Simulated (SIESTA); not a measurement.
Runs of SIESTA 5.4.2 on C. The cell holds a slab with vacuum, 6 atoms: a = 2.456 Å, b = 2.456 Å, c = 22.173 Å, α = 90.00°, β = 90.00°, γ = 120.00°. The slab is cut from a database's or a generator's crystal, which needn't be the stable form of the element.

```tsv
potentials or basis	gap on the mesh (eV)	largest force (eV/Å)
PseudoDojo 0.4 standard (PBE files), SZ (energy shift 0.003 Ry)	none	0.16
PseudoDojo 0.4 standard (PBE files), DZP (energy shift 0.003 Ry)	0.00	0.03
PseudoDojo 0.4 standard (PBE files), TZP (energy shift 0.003 Ry)	0.00	(a)
PseudoDojo 0.4 standard (PBE files), DZ (energy shift 0.003 Ry)	none	0.03
PseudoDojo 0.4 standard (PBE files), DZDP (energy shift 0.003 Ry)	0.01	0.05
```

Alike in all rows: task single point; level PBE; no spin polarisation; cell as given; k mesh 12 × 12 × 1; smearing fermi-dirac 0.05 eV; grid cutoff 500 Ry; energy shift 0.003 Ry.

Question: Estimate the missing entries.

Answer: (a) 0.08.

Caveats: the basis of atomic orbitals isn't converged, which shifts pressures, moduli and gaps; the basis has no polarisation orbitals (some runs).

A k mesh can miss the band edges.

A gap of «none» marks a metal or a gap under the smearing width.
